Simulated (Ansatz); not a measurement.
**LiF: energy and pressure over a range of volumes**

How stiff is LiF, and at what volume does the pressure vanish? The cell is scaled evenly, atoms carried along, and solved with LAPW, PAW and all-electron datasets made for the crystal.

Program: Ansatz 0.2.0. Level of theory: DFT PBE, scalar-relativistic. These are calculated values, not measurements.

### 1 The starting structure

It takes space group Fm-3m (No. 225, cubic). The conventional cell has a = 4.028 Å, b = 4.028 Å, c = 4.028 Å, α = 90.00°, β = 90.00°, γ = 90.00°. Around Li (site symmetry m-3m) lie 6 F at 2.01 Å. F (site symmetry m-3m) has 6 Li at 2.01 Å as nearest neighbours.

Coordinates:

```xyz
2
Lattice="0.0000 2.0140 2.0140 2.0140 0.0000 2.0140 2.0140 2.0140 0.0000" Properties=species:S:1:pos:R:3 pbc="T T T"
Li    0.0000    0.0000    0.0000
F     2.0140    2.0140    2.0140
```

Structure: COD 1010990, as refined from experiment and not relaxed.

Atoms are numbered in the order of the input: Li1, F2.

### 2 Volume × 0.9405, LAPW

input.yaml

```yaml
crystal:
  lattice:
    - [0.0, 1.9732361635, 1.9732361635]
    - [1.9732361635, 0.0, 1.9732361635]
    - [1.9732361635, 1.9732361635, 0.0]
  atoms:
    - { symbol: Li, position: [0.0, 0.0, 0.0] }
    - { symbol: F, position: [0.5, 0.5, 0.5] }
kpoints:
  mp_grid: { grid: [10, 10, 10] }
scf:
  occupations: { method: fermi_dirac, width: 0.03 }
hamiltonian:
  xc: pbe
  pseudopotentials: { kind: all_electron, lapw: { basis_error: 0.00025 } }
output:
  forces: true
  stress: true
  eigenvalues: true
```

### 3 Volume × 0.9405, PAW

input.yaml: that of step 2 with these lines changed.

```diff
@@ -14,3 +14,3 @@
   xc: pbe
-  pseudopotentials: { kind: all_electron, lapw: { basis_error: 0.00025 } }
+  pseudopotentials: { kind: paw }
 output:
@@ -19 +19,2 @@
   eigenvalues: true
+  efg: { contact_densities: true }
```

### 4 Volume × 0.9405, crystal datasets

input.yaml: that of step 3 with these lines changed.

```diff
@@ -14,3 +14,3 @@
   xc: pbe
-  pseudopotentials: { kind: paw }
+  pseudopotentials: { kind: all_electron, datasets: crystal }
 output:
```

### 5 Volume × 0.98, LAPW

input.yaml

```yaml
crystal:
  lattice:
    - [0.0, 2.0004828142, 2.0004828142]
    - [2.0004828142, 0.0, 2.0004828142]
    - [2.0004828142, 2.0004828142, 0.0]
  atoms:
    - { symbol: Li, position: [0.0, 0.0, 0.0] }
    - { symbol: F, position: [0.5, 0.5, 0.5] }
kpoints:
  mp_grid: { grid: [10, 10, 10] }
scf:
  occupations: { method: fermi_dirac, width: 0.03 }
hamiltonian:
  xc: pbe
  pseudopotentials: { kind: all_electron, lapw: { basis_error: 0.00025 } }
output:
  forces: true
  stress: true
  eigenvalues: true
```

### 6 Volume × 0.98, PAW

input.yaml: that of step 5 with these lines changed.

```diff
@@ -14,3 +14,3 @@
   xc: pbe
-  pseudopotentials: { kind: all_electron, lapw: { basis_error: 0.00025 } }
+  pseudopotentials: { kind: paw }
 output:
@@ -19 +19,2 @@
   eigenvalues: true
+  efg: { contact_densities: true }
```

### 7 Volume × 1.02, LAPW

input.yaml

```yaml
crystal:
  lattice:
    - [0.0, 2.027338137, 2.027338137]
    - [2.027338137, 0.0, 2.027338137]
    - [2.027338137, 2.027338137, 0.0]
  atoms:
    - { symbol: Li, position: [0.0, 0.0, 0.0] }
    - { symbol: F, position: [0.5, 0.5, 0.5] }
kpoints:
  mp_grid: { grid: [10, 10, 10] }
scf:
  occupations: { method: fermi_dirac, width: 0.03 }
hamiltonian:
  xc: pbe
  pseudopotentials: { kind: all_electron, lapw: { basis_error: 0.00025 } }
output:
  forces: true
  stress: true
  eigenvalues: true
```

### 8 Volume × 1.02, PAW

input.yaml: that of step 7 with these lines changed.

```diff
@@ -14,3 +14,3 @@
   xc: pbe
-  pseudopotentials: { kind: all_electron, lapw: { basis_error: 0.00025 } }
+  pseudopotentials: { kind: paw }
 output:
@@ -19 +19,2 @@
   eigenvalues: true
+  efg: { contact_densities: true }
```

### 9 Volume × 1.06, LAPW

input.yaml

```yaml
crystal:
  lattice:
    - [0.0, 2.0535002244, 2.0535002244]
    - [2.0535002244, 0.0, 2.0535002244]
    - [2.0535002244, 2.0535002244, 0.0]
  atoms:
    - { symbol: Li, position: [0.0, 0.0, 0.0] }
    - { symbol: F, position: [0.5, 0.5, 0.5] }
kpoints:
  mp_grid: { grid: [10, 10, 10] }
scf:
  occupations: { method: fermi_dirac, width: 0.03 }
hamiltonian:
  xc: pbe
  pseudopotentials: { kind: all_electron, lapw: { basis_error: 0.00025 } }
output:
  forces: true
  stress: true
  eigenvalues: true
```

### 10 Volume × 1.06, PAW

input.yaml: that of step 9 with these lines changed.

```diff
@@ -14,3 +14,3 @@
   xc: pbe
-  pseudopotentials: { kind: all_electron, lapw: { basis_error: 0.00025 } }
+  pseudopotentials: { kind: paw }
 output:
@@ -19 +19,2 @@
   eigenvalues: true
+  efg: { contact_densities: true }
```

### 11 Volume × 1.06, crystal datasets

input.yaml: that of step 10 with these lines changed.

```diff
@@ -14,3 +14,3 @@
   xc: pbe
-  pseudopotentials: { kind: paw }
+  pseudopotentials: { kind: all_electron, datasets: crystal }
 output:
```

(Steps that only read results are left out.)

Before running it: what results should come out? Wanted: equilibrium volume; bulk modulus (for each run or level that gives them).

**Answer**, as computed:

```
                      quantity          value
     equilibrium volume (LAPW)  8.404 Å³/atom
           bulk modulus (LAPW)         67 GPa
its pressure derivative (LAPW)            4.2
      equilibrium volume (PAW)  8.415 Å³/atom
            bulk modulus (PAW)         67 GPa
 its pressure derivative (PAW)            4.1
```

A third-order Birch-Murnaghan fit to the LAPW pressures puts zero pressure at 8.40 Å³/atom, +2.9 % from the given cell, with a bulk modulus of 67 GPa. PAW's volume lies +0.13 % and its modulus +0.4 % from LAPW's. The gap goes from 9.63 eV at the smallest volume to 8.57 eV at the largest. No thermal or zero-point expansion is included.

These are semilocal Kohn-Sham gaps, which aren't the measured quantity. Such gaps usually fall short of the measured ones.
